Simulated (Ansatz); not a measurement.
Input and command of a calculation in Ansatz (plane waves; scalar-relativistic PAW potentials unless the input names others):

```yaml
crystal:
  lattice:
    - [3.8356444877, 0.0292738453, -0.0374233115]
    - [-1.8924703502, 3.3014020488, 0.0637387022]
    - [-0.0618496157, 0.0859285768, 6.3231105705]
  atoms:
    - { symbol: Si, position: [0.3488448916, 0.6724086474, 0.0868984815] }
    - { symbol: Si, position: [0.63339819, 0.2790459872, 0.5075909733] }
    - { symbol: Si, position: [0.3649038358, 0.7237477558, 0.4319008146] }
    - { symbol: Si, position: [0.6528530826, 0.3247976095, 0.9736097306] }
basis:
  ecutwfc: 420
kpoints:
  mp_grid: { grid: [12, 12, 6] }
hamiltonian:
  xc: rpbe
scf:
  occupations: { method: tetrahedron }
output:
  forces: true
  eigenvalues: true
  stress: true
```

```bash
ansatz run input.yaml --threads 2 --pin off --max-ram 5120MiB --backend cpu --events-out ev --progress --plain --runs-dir out
```

Abridged log:
```
Warning: output.forces, output.stress, relax.cell or npt_langevin: where a Kohn–Sham band that disperses or a degenerate level is filled in part under the method tetrahedron, the forces or the stress that this run publishes need not agree with its energy (scf.occupations.method in the input reference, under Limitations); prefer a smearing scheme for the forces or the stress
Pseudopotentials: kind: paw
Pseudopotential: Si, paw, valence charge 4, recommended cutoff 420 eV (normal)
Functional definition: RPBE
Crystal: 4 atoms, lattice volume = 80.397 Å³
Basis set: ecut = 420 eV, 1579 PW (Γ), exchange–correlation on 54×54×90 points (8 copies of the dense FFT grid, shifted against one another)
Bands: 12, of which v1, the nominal top of the filled ones, is band 8 counted from 1 (7 counted from 0)
Symmetry: 1 space group operations
Space group: P1 (ITA 1), of the structure as read, at distance tolerance 4.3e-5 Å
k-points: 436 of 864 (time reversal used)
Initial density: superposition of atomic densities (neutral atoms: chi_scale 0, normalization atom), corrected by the library's trained network
Initial wavefunctions: pseudopotential atomic-orbital guess
Functional: x = rpbe, c = pbe(β = 0.06672455)
SCF iter   1: F=—  HF=-2552.676368 eV  |F-HF|=—  |Δ(HF+E_count)|=         —  Δρ=3.46e-3  dr2=2.57e-2  ethr=1.77e-3  ⟨swp⟩=7.0  Hψ=41462  notcnv=0
SCF iter   2: F=—  HF=-2552.674375 eV  |F-HF|=—  |Δ(HF+E_count)|=   1.99e-3  Δρ=2.02e-3  dr2=8.55e-3  ethr=1.61e-4  ⟨swp⟩=1.4  Hψ=8927  notcnv=0
SCF iter   3: F=—  HF=-2552.673397 eV  |F-HF|=—  |Δ(HF+E_count)|=   9.79e-4  Δρ=3.79e-4  dr2=4.14e-4  ethr=5.34e-5  ⟨swp⟩=2.7  Hψ=9407  notcnv=0
SCF iter   4: F=—  HF=-2552.673467 eV  |F-HF|=—  |Δ(HF+E_count)|=   7.03e-5  Δρ=1.56e-4  dr2=4.10e-5  ethr=2.59e-6  ⟨swp⟩=3.0  Hψ=9788  notcnv=0
SCF iter   5: F=—  HF=-2552.673507 eV  |F-HF|=—  |Δ(HF+E_count)|=   3.96e-5  Δρ=4.13e-5  dr2=2.51e-6  ethr=2.56e-7  ⟨swp⟩=2.7  Hψ=10788  notcnv=0
SCF iter   6: F=—  HF=-2552.673506 eV  |F-HF|=—  |Δ(HF+E_count)|=   5.12e-7  Δρ=1.36e-5  dr2=3.23e-7  ethr=1.57e-8  ⟨swp⟩=3.0  Hψ=11612  notcnv=0
SCF iter   7: F=-2552.673506 eV  HF=-2552.673506 eV  |F-HF|=4.75e-8  |Δ(HF+E_count)|=   8.37e-8  Δρ=3.93e-6  dr2=3.16e-8  ethr=6.25e-10  ⟨swp⟩=5.0  Hψ=20046  notcnv=0
SCF 1 converged in 7 iterations: F = -2552.673506 eV  dr2 = 3.16e-8
SCF converged after 7 iterations
Stability not checked: this state was not tested for a lower state beside it, because cold or Methfessel-Paxton smearing, or corrected tetrahedra, fill the levels in a way that the test cannot read (fill_not_monotonic; see scf.lower_state_search)
Free energy (F): -2552.673506 eV
Harris-Foulkes:  -2552.673506 eV  (|F-HF|=4.75e-8)
Internal energy: -2552.673506 eV  (E = F + TS)
E sigma→0 (E₀):  -2552.673506 eV
Fermi energy:    6.365305 eV
--- Forces (eV/Å), atoms counted from 1 ---
  atom   1  Si    -0.99207419    -0.87368492    -2.07233509
  atom   2  Si     0.27412278     9.69110749     4.56886923
  atom   3  Si    -0.33416464    -9.52481135    -0.32796896
  atom   4  Si     1.05211860     0.70738818    -2.16857827
--- Stress (GPa, compression-positive) ---
       -0.001357      -3.283374      -0.619996
       -3.283374      32.061229       6.198961
       -0.619996       6.198960       9.666072
  P = ⅓ Tr σ = 13.9086 GPa (139.086 kbar)
```

Apart from outputs and empty bands, the input differs from a reference run on usual settings in scf.occupations.width: 0.05 → not typed; scf.occupations.method: "gaussian" → "tetrahedron"; hamiltonian.xc: "pbe" → "rpbe". The reference, at the same geometry (not necessarily relaxed), gave pressure 12.24 GPa, largest force 10.477 eV/Å, no gap on the mesh. This run converged in 7 SCF iterations (reference: 7) with a total energy on another zero, pressure 13.91 GPa, largest force 10.718 eV/Å, no gap on the mesh.

Time: 29 s on 2 threads of Intel(R) Xeon(R) Processor @ 2.70GHz, with other jobs on the host, peak memory 0.77 GiB.